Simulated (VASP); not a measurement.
# BaS (Fm-3m) in VASP: further runs

BaS is run at these levels: PBE; tasks: single point.

Program: VASP 6.6.1. These are calculated values, not measurements. Logs are shortened: lines on timing, memory, paths and dates and some standing lists are left out, and cuts for length are marked.

**The experiment to reproduce.**

A printed reference work, monograph, original work of 1988 reports, for a bulk crystal of BaS at 2 K: band gap 3.806 eV (indirect).

The runs below are set against these values where they give the same quantity.

## Step 1: The cell of the first run

The structure is cubic, space group Fm-3m (No. 225). The conventional cell has a = 6.388 Å, b = 6.388 Å, c = 6.388 Å, α = 90.00°, β = 90.00°, γ = 90.00°. Ba (site symmetry m-3m) has 6 S at 3.19 Å within 4.2 Å. S (site symmetry m-3m) has 6 Ba at 3.19 Å within 4.2 Å.

## Step 2: Single point, PBE

The input, INCAR:

```
SYSTEM = BaS
ALGO     = Normal         ! electronic algorithm
EDIFF    = 1E-6           ! SCF threshold, eV
ENCUT    = 520            ! plane-wave cutoff, eV
GGA      = PE             ! functional
ISIF     = 2              ! what is computed and relaxed
ISMEAR   = 0              ! smearing method
LASPH    = .TRUE.         ! aspherical terms in the spheres
LCHARG   = .TRUE.         ! write CHGCAR
LELF     = .TRUE.         ! ELF
LREAL    = .FALSE.        ! projectors in reciprocal space
LVHAR    = .TRUE.       
LWAVE    = .FALSE.        ! write WAVECAR
NBANDS   = 15             ! bands
NELM     = 80             ! most SCF steps
PREC     = Accurate       ! precision mode
SIGMA    = 0.02           ! smearing width, eV
```

The input, KPOINTS:

```
k-points
0
G
  8 8 8
  0 0 0
```

The input, POSCAR:

```
BaS
1.0
    0.0000000000      3.1937500000      3.1937500000
    3.1937500000      0.0000000000      3.1937500000
    3.1937500000      3.1937500000      0.0000000000
Ba S
1 1
Direct
    0.0000000000      0.0000000000      0.0000000000
    0.5000000000      0.5000000000      0.5000000000
```

Potentials or basis: VASP PAW PBE potentials, release 64 (Ba_sv, S).

Started as:

```
cat potpaw_PBE.64/Ba_sv/POTCAR potpaw_PBE.64/S/POTCAR > POTCAR
mpirun -np 1 vasp_std > vasp.out
```

OUTCAR:

```text
SYSTEM = BaS
   EDIFF = 1E-6
   ENCUT = 520
   GGA = PE
   ISIF = 2
   ISMEAR = 0
   LASPH = .TRUE.
   LREAL = .FALSE.
   NELM = 80
   PREC = Accurate

 ion  position               nearest neighbor table
   1  0.000  0.000  0.000-   2 3.19   2 3.19   2 3.19   2 3.19   2 3.19   2 3.19
   2  0.500  0.500  0.500-   1 3.19   1 3.19   1 3.19   1 3.19   1 3.19   1 3.19

  LATTYP: Found a face centered cubic cell.
 ALAT       =     6.3875000000

  Lattice vectors:

 A1 = (   0.0000000000,   3.1937500000,   3.1937500000)
 A2 = (   3.1937500000,   0.0000000000,   3.1937500000)
 A3 = (   3.1937500000,   3.1937500000,   0.0000000000)

Analysis of symmetry for initial positions (statically):
=====================================================================
 Subroutine PRICEL returns:
 Original cell was already a primitive cell.

 Routine SETGRP: Setting up the symmetry group for a
 face centered cubic supercell.

 Subroutine GETGRP returns: Found 48 space group operations
 (whereof 48 operations were pure point group operations)
 out of a pool of 48 trial point group operations.

The static configuration has the point symmetry O_h .

Analysis of symmetry for dynamics (positions and initial velocities):
=====================================================================
 Subroutine PRICEL returns:
 Original cell was already a primitive cell.

 Routine SETGRP: Setting up the symmetry group for a
 face centered cubic supercell.

 Subroutine GETGRP returns: Found 48 space group operations
 (whereof 48 operations were pure point group operations)
 out of a pool of 48 trial point group operations.

The dynamic configuration has the point symmetry O_h .

 Subroutine INISYM returns: Found 48 space group operations
 (whereof 48 operations are pure point group operations),
 and found     1 'primitive' translations

----------------------------------------------------------------------------------------

                                     Primitive cell

  volume of cell :      65.1527

  direct lattice vectors                    reciprocal lattice vectors
     0.000000000  3.193750000  3.193750000    -0.156555773  0.156555773  0.156555773
     3.193750000  0.000000000  3.193750000     0.156555773 -0.156555773  0.156555773
     3.193750000  3.193750000  0.000000000     0.156555773  0.156555773 -0.156555773

  length of vectors
     4.516644565  4.516644565  4.516644565     0.271162553  0.271162553  0.271162553

  position of ions in fractional coordinates (direct lattice)
     0.000000000  0.000000000  0.000000000
     0.500000000  0.500000000  0.500000000

  ion indices of the primitive-cell ions
   primitive index   ion index
                 1           1
                 2           2

----------------------------------------------------------------------------------------

 KPOINTS: k-points

Automatic generation of k-mesh.
 Grid dimensions read from file:
 generate k-points for:    8    8    8

 Generating k-lattice:

  Cartesian coordinates                     Fractional coordinates (reciprocal lattice)
    -0.019569472  0.019569472  0.019569472     0.125000000  0.000000000  0.000000000
     0.019569472 -0.019569472  0.019569472     0.000000000  0.125000000  0.000000000
     0.019569472  0.019569472 -0.019569472     0.000000000  0.000000000  0.125000000

  Length of vectors
     0.033895319  0.033895319  0.033895319

  Shift w.r.t. Gamma in fractional coordinates (k-lattice)
     0.000000000  0.000000000  0.000000000

 Subroutine IBZKPT returns following result:
 ===========================================

 Found     29 irreducible k-points:

 Following reciprocal coordinates:
            Coordinates               Weight
  0.000000  0.000000  0.000000      1.000000
  0.125000  0.000000  0.000000      8.000000
  0.250000  0.000000  0.000000      8.000000
  0.375000  0.000000  0.000000      8.000000
  0.500000  0.000000  0.000000      4.000000
  0.125000  0.125000  0.000000      6.000000
[... 16 lines left out ...]
  0.500000  0.250000  0.125000     48.000000
 -0.375000  0.250000  0.125000     24.000000
 [... further k-points ...]
   k-points           NKPTS =     29   k-points in BZ     NKDIM =     29   number of bands    NBANDS=     15
   number of dos      NEDOS =    301   number of ions     NIONS =      2
   total plane-waves  NPLWV =  46656
   dimension x,y,z NGX =    36 NGY =   36 NGZ =   36
   dimension x,y,z NGXF=    72 NGYF=   72 NGZF=   72
   ions per type =               1   1
   NGX,Y,Z   is equivalent  to a cutoff of  13.25, 13.25, 13.25 a.u.
   NGXF,Y,Z  is equivalent  to a cutoff of  26.50, 26.50, 26.50 a.u.
 SYSTEM =  BaS
   PREC   = accura    normal or accurate (medium, high low for compatibility)
   ISTART =      0    job   : 0-new  1-cont  2-samecut
   ICHARG =      2    charge: 1-file 2-atom 10-const
   ISPIN  =      1    spin polarized calculation?
   LNONCOLLINEAR =      F non collinear calculations
   LSORBIT =      F    spin-orbit coupling
   LASPH  =      T    aspherical Exc in radial PAW
   ENCUT  =  520.0 eV  38.22 Ry    6.18 a.u.   8.40  8.40  8.40*2*pi/ulx,y,z
   NELM   =     80;   NELMIN=  2; NELMDL= -5     # of ELM steps
   EDIFF  = 0.1E-05   stopping-criterion for ELM
   LREAL  =      F    real-space projection
   EDIFFG = 0.1E-04   stopping-criterion for IOM
   NSW    =      0    number of steps for IOM
   IBRION =     -1    ionic relax: 0-MD 1-quasi-New 2-CG
   NFREE  =      0    steps in history (QN), initial steepest desc. (CG)
   ISIF   =      2    stress and relaxation
   ISYM   =      2    0-nonsym 1-usesym 2-fastsym
   POTIM  = 0.5000    time-step for ionic-motion
   TEBEG  =    0.0;   TEEND  =   0.0 temperature during run
   PSTRESS=    0.0 pullay stress
   NELECT =      16.0000    total number of electrons
   NUPDOWN=      -1.0000    fix difference up-down
   EMIN   =  10.00;   EMAX   =-10.00  energy-range for DOS
   EFERMI =   0.00;   METHOD = LEGACY
   ISMEAR =     0;   SIGMA  =   0.02  broadening in eV -4-tet -1-fermi 0-gaus
   EFERMI_NEDOS =   21; number of points for ismear=-14 and -15
   IALGO  =     38    algorithm
   IMIX   =      4    mixing-type and parameters
     AMIX     =   0.40;   BMIX     =  1.00
     AMIX_MAG =   1.60;   BMIX_MAG =  1.00
  volume/ion in A,a.u.               =      32.58       219.84
  Fermi-wavevector in a.u.,A,eV,Ry     =   1.025189  1.937326 14.299891  1.051012
  Thomas-Fermi vector in A             =   2.159016
   LORBIT       =      0    0 simple, 1 ext, 2 COOP (PROOUT), +10 PAW based schemes
   GGA     = PE    functional components
   LHFCALC =     F    Hartree Fock is set to
   AEXX    =    0.0000 exact exchange contribution
   IVDW    =     0    specifies the selected vdW correction
   LEPSILON=     F    determine dielectric tensor
   LRPA    =     F    only Hartree local field effects (RPA)
 non-spin polarized calculation
 Gauss-broadening in eV      SIGMA  =   0.02
  energy-cutoff  :      520.00
  volume of cell :       65.15
 maximum number of plane-waves:      1807
 NGX is ok and might be reduce to    36
   NGX = 17   NGY = 17   NGZ = 17

 number of electron      16.0000001 magnetization

 Free energy of the ion-electron system (eV)
  ---------------------------------------------------
  ext. energy  EPLUGINS =         0.00000000
  ---------------------------------------------------
  free energy    TOTEN  =       -10.18475302 eV

  energy without entropy =      -10.18475302  energy(sigma->0) =      -10.18475302

 E-fermi :   1.5956     XC(G=0):  -8.6259

 val. band max:        1.4537362567   @ k =   0.0000   0.0000   0.0000
 cond. band min:       3.5609136980   @ k =   0.5000   0.5000   0.0000
 fundamental gap:      2.1071774413
 Fermi energy:         1.5956388348

 k-point     1 :       0.0000    0.0000    0.0000
  band No.  band energies     occupation
      1     -24.6207      2.00000
      2      -9.6763      2.00000
      3      -9.6763      2.00000
      4      -9.6763      2.00000
      5      -8.9067      2.00000
      6       1.4537      2.00000
      7       1.4537      2.00000
      8       1.4537      2.00000
      9       5.0534      0.00000
     10       5.3225      0.00000
     11       5.3225      0.00000
     12       5.3225      0.00000
     13       6.2482      0.00000
     14       6.2482      0.00000
     15      10.1888      0.00000

 k-point     2 :       0.1250    0.0000    0.0000
  band No.  band energies     occupation
      1     -24.6141      2.00000
      2      -9.9794      2.00000
      3      -9.6820      2.00000
      4      -9.6820      2.00000
      5      -8.5901      2.00000
      6       1.0451      2.00000
      7       1.2435      2.00000
      8       1.2435      2.00000
      9       5.3191      0.00000
     10       5.5559      0.00000
     11       5.5559      0.00000
     12       5.6602      0.00000
     13       6.7028      0.00000
     14       6.7028      0.00000
     15      10.8119      0.00000

 k-point     3 :       0.2500    0.0000    0.0000
  band No.  band energies     occupation
      1     -24.5984      2.00000
      2     -10.4071      2.00000
      3      -9.6957      2.00000
      4      -9.6957      2.00000
      5      -8.1277      2.00000
      6       0.3061      2.00000
      7       0.8274      2.00000
      8       0.8274      2.00000
      9       5.5563      0.00000
     10       6.2085      0.00000
     11       6.2085      0.00000
     12       6.8394      0.00000
     13       7.8415      0.00000
     14       7.8415      0.00000
     15      12.0469      0.00000
[... 343 lines left out ...]
 k-point    23 :       0.5000    0.2500    0.1250
  band No.  band energies     occupation
      1     -24.5743      2.00000
      2     -10.5550      2.00000
      3      -9.8606      2.00000
      4      -9.7570      2.00000
      5      -8.0091      2.00000
      6      -0.0018      2.00000
      7       0.5372      2.00000
      8       0.9144      2.00000
      9       5.3281      0.00000
     10       7.0567      0.00000
     11       7.6044      0.00000
     12       7.7688      0.00000
     13       8.9377      0.00000
     14      10.1875      0.00000
     15      10.8449      0.00000

 k-point    24 :      -0.3750    0.2500    0.1250
  band No.  band energies     occupation
      1     -24.5691      2.00000
      2     -10.6046      2.00000
      3      -9.8703      2.00000
      4      -9.7810      2.00000
      5      -7.9679      2.00000
      6      -0.0286      2.00000
      7       0.5901      2.00000
      8       0.6684      2.00000
      9       6.1444      0.00000
     10       6.3229      0.00000
     11       8.1105      0.00000
     12       8.3433      0.00000
     13       9.2993      0.00000
     14      10.2194      0.00000
     15      10.8891      0.00000

 [... further k-points ...]
[... 5 lines left out ...]
  --------------------------------------------------------------------------------------
  -------------------------------------------------------------------------------------
  Total        0.5801122      0.5801122      0.5801122      0.0000000      0.0000000     -0.0000000
  in kB       14.2655920     14.2655920     14.2655920      0.0000000      0.0000000     -0.0000000
  external PRESSURE =      14.2655920 kB  Pullay stress =       0.0000000 kB

 VOLUME and BASIS-vectors are now :
 -----------------------------------------------------------------------------
  energy-cutoff  :      520.00
  volume of cell :       65.15
      direct lattice vectors                 reciprocal lattice vectors
     0.000000000  3.193750000  3.193750000    -0.156555773  0.156555773  0.156555773
     3.193750000  0.000000000  3.193750000     0.156555773 -0.156555773  0.156555773
     3.193750000  3.193750000  0.000000000     0.156555773  0.156555773 -0.156555773

 POSITION                                       TOTAL-FORCE (eV/Angst)
 -----------------------------------------------------------------------------------
      0.00000      0.00000      0.00000         0.000000      0.000000     -0.000000
      3.19375      3.19375      3.19375        -0.000000      0.000000      0.000000
 -----------------------------------------------------------------------------------
    total drift:                                0.000000      0.000000      0.000000

  FREE ENERGIE OF THE ION-ELECTRON SYSTEM (eV)
  ---------------------------------------------------
  free  energy   TOTEN  =       -10.1847530197 eV

  energy  without entropy=      -10.1847530197  energy(sigma->0) =      -10.18475302
```

It took 14 s on 1 thread of Intel Xeon 6975P-C (Granite Rapids), shared host; peak memory 0.21 GiB.

Results:

```yaml
Free_energy: -10.1848 eV
Pressure: 1.4 GPa
Band_gap_on_the_k_mesh: 2.11 eV, indirect (least direct gap 2.24 eV)
```

Caveat: spin-orbit coupling is left out, which moves the levels of the heavy elements.

(Part 1 of 3 ends here.)
